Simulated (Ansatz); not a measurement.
# A decomposition energy, worked out: Ga2As

All numbers below come from DFT PBE, scalar-relativistic, plane waves, PAW in Ansatz. All cells share a 420 eV cutoff and Γ-centred k meshes spaced at most about 0.3 Å⁻¹ (about 0.25 or finer for metals, 2π included). No spin polarisation.

Formation energies are uncorrected and refer to the elements' standard structures at the same level.

These are static total energies at zero pressure. In Ga2As I4/mmm an odd number of electrons in the primitive cell allows no gap without spin; a larger cell or a magnetic state could open one. The reference form of As is held partly by dispersion forces, which this level lacks.

A trial structure of Ga2As (reached from: random cell; relaxed: space group I4/mmm (No. 139), a = 4.885 Å, c = 5.719 Å) has a formation energy of 0.070 eV/atom. At its composition the lowest mixture among the elements and 1 reference phase computed alike (others may be missing) consists of these:

| phase | source | ΔE_f (eV/atom) |
| --- | --- | --- |
| Ga (solid) | element | -0.001 |
| GaAs (F-43m) | COD | -0.352 |

The lowest database cell of Ga (-0.001) lies slightly below the reference, hence the non-zero entry.

Problem. Write the balanced decomposition and find its energy per atom, per formula unit and per mole of formula units.

Solution. Balancing Ga and As gives Ga2As → Ga + GaAs. The left side holds 3 atoms, and the products take 1/3 (Ga) and 2/3 (GaAs) of them. The mixture therefore lies at 1/3 × (-0.001) + 2/3 × (-0.352) = -0.235 eV/atom. The reaction energy is -0.235 − (0.070) = -0.305 eV/atom. Times 3 atoms that is -0.915 eV per Ga2As, and times 96.485 it is -88 kJ per mole of Ga2As. Decomposition is downhill, so the trial structure is unstable against this mixture.
